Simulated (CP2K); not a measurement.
MgS (Niningerite):

```
S Mg
1.0
     3.67929    0.00000    0.00000
     1.83964    3.18636    0.00000
     1.83964    1.06212    3.00413
S Mg
1 1
Direct
  0.50000 0.50000 0.50000
  0.00000 0.00000 0.00000
```

Base run:

```yaml
Program: CP2K 2026.2
Functional: PW91
Potentials_or_basis: POTENTIAL_UZH S GTH-PBE-q6, Mg GTH-PBE-q10; TZVP-MOLOPT-PBE-GTH basis
Density_cutoff: 19048 eV
k_mesh: 9 × 9 × 9
Occupations: fermi-dirac, width 0.05 eV
Spin: no spin polarisation
```

Its results: band gap on the k mesh 2.87 eV, indirect (least direct gap 3.66 eV); pressure 2.7 GPa.

**Question.** The run is repeated on the same cell with these changes: functional from PW91 to rev-vdW-DF2. What comes out?

**Answer.** Band gap on the k mesh 2.81 eV, indirect (least direct gap 3.62 eV); pressure 1.7 GPa.

Caveats: the potentials were made for another functional, which shifts forces and pressure; an odd mesh through Γ misses points on the zone boundary, where band edges often lie; the basis of atomic orbitals isn't converged, which shifts pressures, moduli and gaps.
